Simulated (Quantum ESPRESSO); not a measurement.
Crystal: Ti.

```
Ti
1.0
    -1.64100    1.64100    1.64100
     1.64100   -1.64100    1.64100
     1.64100    1.64100   -1.64100
Ti
1
Direct
  0.00000 0.00000 0.00000
```

This isn't the form of Ti at room conditions, which is hcp.

Program: Quantum ESPRESSO 7.5. Alike in all runs: task band structure; no spin polarisation; cell as given; k mesh 11 × 11 × 11; cutoff (eV) 1143; smearing fermi-dirac 0.05 eV.

Question: Order these runs on this cell by their pressure, lowest first.
A. level PBEsol; potentials or basis PseudoDojo 0.4.1 SR PBEsol standard
B. level LDA; potentials or basis PseudoDojo 0.4.1 SR LDA standard; form of the LDA correlation PW92
C. level RGE2; potentials or basis PseudoDojo 0.4.1 SR PBE standard

Answer: B (-10.8 GPa), A (-6.7 GPa), C (-4.3 GPa).

Caveats: the potentials were made for another functional, which shifts forces and pressure (some runs).

Runs at the PBE level aren't shown here.
